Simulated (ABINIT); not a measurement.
# W (Im-3m) in ABINIT: a series of runs

Runs on W. Level: PBE. Tasks: equation of state.

Program: ABINIT 10.8.3 (patched build). These are calculated values, not measurements. Logs are shortened: lines on timing, memory, paths and dates and some standing lists are left out, and cuts for length are marked. The log counts tension as positive stress, the text compression.

### Step 1. The structure

It takes space group Im-3m (No. 229, cubic). The conventional cell has a = 3.165 Å, b = 3.165 Å, c = 3.165 Å, α = 90.00°, β = 90.00°, γ = 90.00°. W (site symmetry m-3m) is surrounded by 8 W at 2.74 Å.

### Step 2. Equation of state, PBE

Input file run.abi:

```
ndtset 7
getwfk -1
scalecart1 3*0.9795861087
scalecart2 3*0.9864848297
scalecart3 3*0.9932883884
scalecart4 3*1.0000000000
scalecart5 3*1.0066227096
scalecart6 3*1.0131594038
scalecart7 3*1.0196128224

pp_dirpath "./"
pseudos "W.upf"

acell 5.1791760466 5.1791760466 5.1791760466
rprim
    -0.5773502692     0.5773502692     0.5773502692
     0.5773502692    -0.5773502692     0.5773502692
     0.5773502692     0.5773502692    -0.5773502692
ntypat 1
znucl 74
natom 1
typat 1
xred
     0.0000000000     0.0000000000     0.0000000000

ecut 37.0

kptopt 1
ngkpt 12 12 12
nshiftk 1
shiftk 0.0 0.0 0.0

ixc 11

nband 11
occopt 3
tsmear 0.00183747

nstep 100
tolvrs 1.0e-10

iomode 3
prtwf 1
prtden 0
prteig 0
prtebands 0
enunit 1
```

Potentials or basis: PseudoDojo NC SR PBE v0.4.1 standard.

Run with:

```bash
> abinit run.abi > log 2>&1
```

run.abo:

```text
.Version 10.8.3 of ABINIT
 DATASET    1 : space group Im -3 m (#229); Bravais cI (body-center cubic)
================================================================================
 Values of the parameters that define the memory need for DATASET  1.
     intxc =       0    ionmov =       0      iscf =       7    lmnmax =       8
     lnmax =       8     mgfft =      30  mpssoang =       4    mqgrid =    3001
     natom =       1  nloc_mem =       1    nspden =       1   nspinor =       1
    nsppol =       1      nsym =      48    n1xccc =    2501    ntypat =       1
    occopt =       3   xclevel =       2
       mpw =        1101          nfft =       27000          nkpt =          72
================================================================================
================================================================================

 DATASET    2 : space group Im -3 m (#229); Bravais cI (body-center cubic)
================================================================================
 Values of the parameters that define the memory need for DATASET  2.
     intxc =       0    ionmov =       0      iscf =       7    lmnmax =       8
     lnmax =       8     mgfft =      30  mpssoang =       4    mqgrid =    3001
     natom =       1  nloc_mem =       1    nspden =       1   nspinor =       1
    nsppol =       1      nsym =      48    n1xccc =    2501    ntypat =       1
    occopt =       3   xclevel =       2
       mpw =        1136          nfft =       27000          nkpt =          72
================================================================================
================================================================================
[... 49 lines left out ...]
 DATASET    7 : space group Im -3 m (#229); Bravais cI (body-center cubic)
================================================================================
 Values of the parameters that define the memory need for DATASET  7.
     intxc =       0    ionmov =       0      iscf =       7    lmnmax =       8
     lnmax =       8     mgfft =      30  mpssoang =       4    mqgrid =    3001
     natom =       1  nloc_mem =       1    nspden =       1   nspinor =       1
    nsppol =       1      nsym =      48    n1xccc =    2501    ntypat =       1
    occopt =       3   xclevel =       2
       mpw =        1240          nfft =       27000          nkpt =          72
================================================================================
================================================================================

--------------------------------------------------------------------------------
------------- Echo of variables that govern the present computation ------------
--------------------------------------------------------------------------------
 -outvars: echo values of preprocessed input variables --------
            acell      5.1791760466E+00  5.1791760466E+00  5.1791760466E+00 Bohr
              amu      1.83850000E+02
             ecut      3.70000000E+01 Hartree
           enunit           1
           getwfk          -1
                       outvar_i_n : Printing only first  50 k-points.
              ixc          11
           jdtset        1    2    3    4    5    6    7
                       outvar_i_n : Printing only first  50 k-points.
         kptrlatt       12    0    0      0   12    0      0    0   12
          kptrlen1     6.08813869E+01
          kptrlen2     6.13101432E+01
          kptrlen3     6.17329851E+01
          kptrlen4     6.21501126E+01
          kptrlen5     6.25617147E+01
          kptrlen6     6.29679710E+01
          kptrlen7     6.33690517E+01
            natom           1
            nband          11
           ndtset           7
            ngfft          30      30      30
             nkpt          72
            nstep         100
             nsym          48
           ntypat           1
                       prtocc : prtvol=0, do not print more k-points.
           occopt           3
           prtden           0
        prtebands           0
           prteig           0
            rprim1    -5.6556430356E-01  5.6556430356E-01  5.6556430356E-01
                       5.6556430356E-01 -5.6556430356E-01  5.6556430356E-01
                       5.6556430356E-01  5.6556430356E-01 -5.6556430356E-01
            rprim2    -5.6954728199E-01  5.6954728199E-01  5.6954728199E-01
                       5.6954728199E-01 -5.6954728199E-01  5.6954728199E-01
                       5.6954728199E-01  5.6954728199E-01 -5.6954728199E-01
            rprim3    -5.7347531844E-01  5.7347531844E-01  5.7347531844E-01
                       5.7347531844E-01 -5.7347531844E-01  5.7347531844E-01
                       5.7347531844E-01  5.7347531844E-01 -5.7347531844E-01
            rprim4    -5.7735026920E-01  5.7735026920E-01  5.7735026920E-01
                       5.7735026920E-01 -5.7735026920E-01  5.7735026920E-01
                       5.7735026920E-01  5.7735026920E-01 -5.7735026920E-01
            rprim5    -5.8117389237E-01  5.8117389237E-01  5.8117389237E-01
                       5.8117389237E-01 -5.8117389237E-01  5.8117389237E-01
                       5.8117389237E-01  5.8117389237E-01 -5.8117389237E-01
            rprim6    -5.8494785453E-01  5.8494785453E-01  5.8494785453E-01
                       5.8494785453E-01 -5.8494785453E-01  5.8494785453E-01
                       5.8494785453E-01  5.8494785453E-01 -5.8494785453E-01
            rprim7    -5.8867373749E-01  5.8867373749E-01  5.8867373749E-01
                       5.8867373749E-01 -5.8867373749E-01  5.8867373749E-01
                       5.8867373749E-01  5.8867373749E-01 -5.8867373749E-01
          spgroup         229
           tolvrs      1.00000000E-10
           tsmear      1.83747000E-03 Hartree
            typat      1
                       outvars : Printing only first  50 k-points.
            znucl       74.00000

================================================================================

 chkinp: Checking input parameters for consistency, jdtset=   1.

 chkinp: Checking input parameters for consistency, jdtset=   2.

 chkinp: Checking input parameters for consistency, jdtset=   3.

 chkinp: Checking input parameters for consistency, jdtset=   4.

 chkinp: Checking input parameters for consistency, jdtset=   5.

 chkinp: Checking input parameters for consistency, jdtset=   6.

 chkinp: Checking input parameters for consistency, jdtset=   7.

================================================================================
== DATASET  1 ==================================================================
[... 9 lines left out ...]
 Exchange-correlation functional for the present dataset will be:
  GGA: Perdew-Burke-Ernzerhof functional - ixc=11
  J.P.Perdew, K.Burke, M.Ernzerhof, PRL 77, 3865 (1996)

 Real(R)+Recip(G) space primitive vectors, cartesian coordinates (Bohr,Bohr^-1):
 R(1)= -2.9291571  2.9291571  2.9291571  G(1)=  0.0000000  0.1706976  0.1706976
 R(2)=  2.9291571 -2.9291571  2.9291571  G(2)=  0.1706976  0.0000000  0.1706976
 R(3)=  2.9291571  2.9291571 -2.9291571  G(3)=  0.1706976  0.1706976  0.0000000
 Unit cell volume ucvol=  1.0052822E+02 bohr^3
 Angles (23,13,12)=  1.09471221E+02  1.09471221E+02  1.09471221E+02 degrees

 getcut: wavevector=  0.0000  0.0000  0.0000  ngfft=  30  30  30
         ecut(hartree)=     37.000   => boxcut(ratio)=   2.15949

--- Pseudopotential description ------------------------------------------------
- pspini: atom type   1  psp file is ./W.upf
12 -101130 3 -1 1396                          pspcod,pspxc,lmax,lloc,mmax
     nproj     2     2     2     2

   1.63903531E+02                                ecore*ucvol(ha*bohr**3)
--------------------------------------------------------------------------------

================================================================================

--- !BeginCycle
iteration_state: {dtset: 1, }
solver: {iscf: 7, nstep: 100, nline: 4, wfoptalg: 0, }
tolerances: {tolvrs: 1.00E-10, }
...

     iter   Etot(hartree)      deltaE(h)  residm     vres2
 ETOT  1  -75.825525589022    -7.583E+01 3.395E-01 2.596E+01
 ETOT  2  -75.848724665764    -2.320E-02 9.132E-02 2.974E+00
 ETOT  3  -75.849277003192    -5.523E-04 4.127E-03 2.289E-03
 ETOT  4  -75.849277522425    -5.192E-07 3.039E-03 1.963E-05
 ETOT  5  -75.849277526345    -3.921E-09 3.764E-04 3.414E-08
 ETOT  6  -75.849277526354    -8.313E-12 6.860E-04 4.997E-11

 At SCF step    6       vres2   =  5.00E-11 < tolvrs=  1.00E-10 =>converged.
[... 902 lines left out ...]
kinetic             :  2.01960928072028E+01
hartree             :  8.41457889153774E+00
xc                  : -1.65399538799785E+01
Ewald energy        : -5.84885239088112E+01
psp_core            :  1.44584692453693E+00
local_psp           : -4.34632737549386E+01
non_local_psp       :  1.25830856200461E+01
internal            : -7.58521473004048E+01
'-kT*entropy'       : -1.35815640264051E-04
total_energy        : -7.58522831160451E+01
total_energy_eV     : -2.06404577351021E+03
band_energy         : -5.21831754376399E+00
...

 Cartesian components of stress tensor (hartree/bohr^3)
  sigma(1 1)=  3.74262744E-04  sigma(3 2)=  0.00000000E+00
  sigma(2 2)=  3.74262744E-04  sigma(3 1)=  0.00000000E+00
  sigma(3 3)=  3.74262744E-04  sigma(2 1)=  0.00000000E+00

-Cartesian components of stress tensor (GPa)         [Pressure= -1.1011E+01 GPa]
- sigma(1 1)=  1.10111901E+01  sigma(3 2)=  0.00000000E+00
- sigma(2 2)=  1.10111901E+01  sigma(3 1)=  0.00000000E+00
- sigma(3 3)=  1.10111901E+01  sigma(2 1)=  0.00000000E+00

== END DATASET(S) ==============================================================
================================================================================

 -outvars: echo values of variables after computation  --------
            acell      5.1791760466E+00  5.1791760466E+00  5.1791760466E+00 Bohr
           etotal1    -7.5849277526E+01
           etotal2    -7.5851042718E+01
           etotal3    -7.5852237863E+01
           etotal4    -7.5852914429E+01
           etotal5    -7.5853119886E+01
           etotal6    -7.5852896238E+01
           etotal7    -7.5852283116E+01
            fcart1    -0.0000000000E+00 -0.0000000000E+00 -0.0000000000E+00
            fcart2    -0.0000000000E+00 -0.0000000000E+00 -0.0000000000E+00
            fcart3    -0.0000000000E+00 -0.0000000000E+00 -0.0000000000E+00
            fcart4    -0.0000000000E+00 -0.0000000000E+00 -0.0000000000E+00
            fcart5    -0.0000000000E+00 -0.0000000000E+00 -0.0000000000E+00
            fcart6    -0.0000000000E+00 -0.0000000000E+00 -0.0000000000E+00
            fcart7    -0.0000000000E+00 -0.0000000000E+00 -0.0000000000E+00
            rprim1    -5.6556430356E-01  5.6556430356E-01  5.6556430356E-01
                       5.6556430356E-01 -5.6556430356E-01  5.6556430356E-01
                       5.6556430356E-01  5.6556430356E-01 -5.6556430356E-01
            rprim2    -5.6954728199E-01  5.6954728199E-01  5.6954728199E-01
                       5.6954728199E-01 -5.6954728199E-01  5.6954728199E-01
                       5.6954728199E-01  5.6954728199E-01 -5.6954728199E-01
            rprim3    -5.7347531844E-01  5.7347531844E-01  5.7347531844E-01
                       5.7347531844E-01 -5.7347531844E-01  5.7347531844E-01
                       5.7347531844E-01  5.7347531844E-01 -5.7347531844E-01
            rprim4    -5.7735026920E-01  5.7735026920E-01  5.7735026920E-01
                       5.7735026920E-01 -5.7735026920E-01  5.7735026920E-01
                       5.7735026920E-01  5.7735026920E-01 -5.7735026920E-01
            rprim5    -5.8117389237E-01  5.8117389237E-01  5.8117389237E-01
                       5.8117389237E-01 -5.8117389237E-01  5.8117389237E-01
                       5.8117389237E-01  5.8117389237E-01 -5.8117389237E-01
            rprim6    -5.8494785453E-01  5.8494785453E-01  5.8494785453E-01
                       5.8494785453E-01 -5.8494785453E-01  5.8494785453E-01
                       5.8494785453E-01  5.8494785453E-01 -5.8494785453E-01
            rprim7    -5.8867373749E-01  5.8867373749E-01  5.8867373749E-01
                       5.8867373749E-01 -5.8867373749E-01  5.8867373749E-01
                       5.8867373749E-01  5.8867373749E-01 -5.8867373749E-01
           strten1    -9.6430467246E-04 -9.6430467246E-04 -9.6430467246E-04
                       0.0000000000E+00  0.0000000000E+00  0.0000000000E+00
           strten2    -6.8492807591E-04 -6.8492807591E-04 -6.8492807591E-04
                       0.0000000000E+00  0.0000000000E+00  0.0000000000E+00
           strten3    -4.3100293346E-04 -4.3100293346E-04 -4.3100293346E-04
                       0.0000000000E+00  0.0000000000E+00  0.0000000000E+00
           strten4    -2.0011465951E-04 -2.0011465951E-04 -2.0011465951E-04
                       0.0000000000E+00  0.0000000000E+00  0.0000000000E+00
           strten5     9.9483250112E-06  9.9483250112E-06  9.9483250112E-06
                       0.0000000000E+00  0.0000000000E+00  0.0000000000E+00
           strten6     2.0093090082E-04  2.0093090082E-04  2.0093090082E-04
                       0.0000000000E+00  0.0000000000E+00  0.0000000000E+00
           strten7     3.7426274396E-04  3.7426274396E-04  3.7426274396E-04
                       0.0000000000E+00  0.0000000000E+00  0.0000000000E+00
 Calculation completed.
```

It took 2.2 min on 1 thread of Arm Neoverse V1, shared host; peak memory 0.1 GiB.

Results:

| Quantity | Value |
| --- | --- |
| Equilibrium volume | 16.15 Å³/atom |
| Bulk modulus | 301 GPa |
| Pressure derivative of the bulk modulus | 3.8 |

Energy against volume, from the lowest point:
```csv
volume (Å³/atom),energy (meV/atom)
14.897,104.56
15.214,56.52
15.531,24.00
15.848,5.59
16.165,0.00
16.482,6.09
16.798,22.77
```

Caveat: pressures at fixed basis lie under the slope of the energies.

(Part 1 of 2 ends here.)
